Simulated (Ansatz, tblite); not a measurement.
# ZnSnN2 with GFN1-xTB from a Python script

These are simulated results from tblite 0.8.0, not measurements. The cell was built from a prototype and was relaxed with r2SCAN in plane waves (Ansatz 0.2.0). It may be hypothetical. All runs are without spin polarisation.

The symmetry is P-3m1 (No. 164, trigonal); a = 3.528 Å, c = 9.646 Å in the conventional setting, 13.00 Å³ an atom. Zn is surrounded by 4 N at 2.07–2.23 Å; Sn is surrounded by 5 N at 2.09–2.39 Å; N is surrounded by 4 Zn at 2.07–2.23 Å and 1 Sn at 2.09 Å; N is surrounded by 4 Sn at 2.09–2.39 Å.

tblite solves periodic systems at the zone centre alone, so the script builds a cluster of 3×3×1 conventional cells (72 atoms), which folds in a coarse mesh of k points.

run.py reads:

```python
import json
from ase import Atoms
from ase.build import make_supercell
from ase.units import Bohr, GPa, Hartree
from tblite.interface import Calculator

atoms = Atoms(['Zn', 'Sn', 'Zn', 'Sn', 'N', 'N', 'N', 'N'],
              cell=[[3.52828219, 0.0, 0.0], [-1.7641411, 3.05558201, 0.0], [0.0, 0.0, 9.64632186]],
              scaled_positions=[[0.333333333, 0.666666667, -0.00263751], [0.333333333, 0.666666667, 0.445128114], [0.666666667, 0.333333333, 0.19013751], [0.666666667, 0.333333333, 0.742371886], [0.333333333, 0.666666667, 0.22834435], [0.333333333, 0.666666667, 0.693219581], [0.666666667, 0.333333333, 0.494280419], [0.666666667, 0.333333333, 0.95915565]],
              pbc=True)
cluster = make_supercell(atoms, [[3, 0, 0], [0, 3, 0], [0, 0, 1]])
calc = Calculator('GFN1-xTB', cluster.numbers, cluster.positions / Bohr, lattice=cluster.cell[:] / Bohr, periodic=cluster.pbc)
calc.set('temperature', 0.02 / Hartree)
calc.set('max-iter', 150)
res = calc.singlepoint()
levels = res.get('orbital-energies') * Hartree
nv = round(res.get('orbital-occupations').sum() / 2)
cells = len(cluster) // len(atoms)
out = {'energy_per_cell': res.get('energy') * Hartree / cells, 'homo': levels[nv - 1], 'lumo': levels[nv],
       'stress': (-res.get('virial') * Hartree / cluster.get_volume() / GPa).tolist(), 'charges': res.get('charges')[:len(atoms)].tolist(), 'electrons': 2 * nv / cells}
json.dump(out, open('results.json', 'w'))
for key, value in out.items():
    print(key, value)
```

Command: `python run.py`. It took 3.3 s on 1 thread of Arm Neoverse V2 (shared host), peak memory 0.11 GiB.

The log:

```
------------------------------------------------------------
  cycle        total energy    energy error   density error
------------------------------------------------------------
      1     -167.0011562357  -1.6673297E+02   9.2332133E-01
      2     -169.0634754711  -2.0623192E+00   4.4096154E-01
      3     -154.8680008512   1.4195475E+01   5.7939355E-01
      4     -171.0256752616  -1.6157674E+01   2.5052229E-01
      5     -173.3323403398  -2.3066651E+00   1.3587859E-01
      6     -174.2285227211  -8.9618238E-01   2.7959311E-02
      7     -174.2457196369  -1.7196916E-02   1.0722190E-02
      8     -174.2457927258  -7.3088895E-05   8.0398903E-03
      9     -174.2477676569  -1.9749312E-03   2.6839090E-03
     10     -174.2480491288  -2.8147190E-04   7.6560232E-04
     11     -174.2480784761  -2.9347324E-05   1.5762195E-04
     12     -174.2480788670  -3.9086149E-07   1.0242796E-04
     13     -174.2480791128  -2.4582158E-07   6.0751118E-05
     14     -174.2480791726  -5.9751073E-08   5.5229583E-05
     15     -174.2480792014  -2.8857272E-08   1.4121196E-05
------------------------------------------------------------

 total:                                   2.814 sec
energy_per_cell -526.8368607949569
homo -13.540983295237462
lumo -13.54098329350161
stress [[3.979947734872676, -0.0008082124418909934, -7.434218239162412e-06], [-0.0008082124418907587, 3.97901436664094, 4.282549244899921e-06], [-7.434218238999735e-06, 4.28254924519322e-06, -6.293658544625142]]
charges [0.32838222812538453, 0.4896611134462582, 0.32838213203069966, 0.4896629012549021, -0.43021607286953745, -0.3878237942345413, -0.3878244810006941, -0.4301967916483882]
electrons 32.0
```

The cycle table is in hartree for the whole cluster, and the lines after it are in eV (the energy for one cell). The printed stress is in GPa and positive in compression, and the pressure is its mean diagonal.

GFN1-xTB gives no gap at the points read. On the same cell, plane-wave PBE (Ansatz, 12×12×4 k points and the special points) gives no gap (an overlap of 0.02 eV at the points read) and r2SCAN no gap (an overlap of 0.02 eV at the points read); on shared hosts these took about 20 and 44 core-seconds on the 8-atom cell, against 3.3 for the script. Spin-orbit coupling, left out in all these runs, can cut or reorder the gap by tenths of an eV, up to about 1 eV with Pb or Bi.

The same script was run on cells scaled at fixed shape and fractional coordinates:

```csv
volume (Å³/atom),energy (meV/atom),"pressure (GPa, positive in compression)",gap (eV)
11.44,68.5,15.38,0.00
12.22,16.4,6.58,0.00
13.00,0.0,0.56,0.00
13.78,8.3,-3.72,0.00
14.56,34.4,-6.86,0.00
```

A Birch-Murnaghan fit puts the minimum at 13.08 Å³/atom, 0.7 % above the given cell, with a bulk modulus of 82 GPa at fixed shape.

xTB was fitted mostly to molecules, and a small cluster samples few k points, so gaps, pressures and kinks along a curve can be far from a solid's.

The runs are scalar-relativistic, without spin-orbit coupling.
